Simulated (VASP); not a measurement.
Runs of VASP 6.6.1 on Sc. The structure is cubic, space group Fm-3m (No. 225). Conventional cell: a = 4.520 Å, b = 4.520 Å, c = 4.520 Å, α = 90.00°, β = 90.00°, γ = 90.00°. Sc (site symmetry m-3m) is surrounded by 12 Sc at 3.20 Å. This isn't the form of Sc at room conditions, which is hcp.

| cell | gap on the mesh (eV) | pressure (GPa) |
| --- | --- | --- |
| volume scaled by 1.04 | none | 1.5 |
| volume scaled by 0.96 | none | (a) |
| volume scaled by 0.94 | none | 8.1 |
| as given | none | 3.8 |

Alike in all rows: task single point; level PBE; potentials or basis VASP PAW PBE potentials, release 64 (Sc_sv); no spin polarisation; k mesh 10 × 10 × 10; cutoff (eV) 520; smearing fermi-dirac 0.05 eV.

Task: Estimate the missing entries.

Result: (a) 6.6.

A gap of «none» marks a metal or a gap under the smearing width.
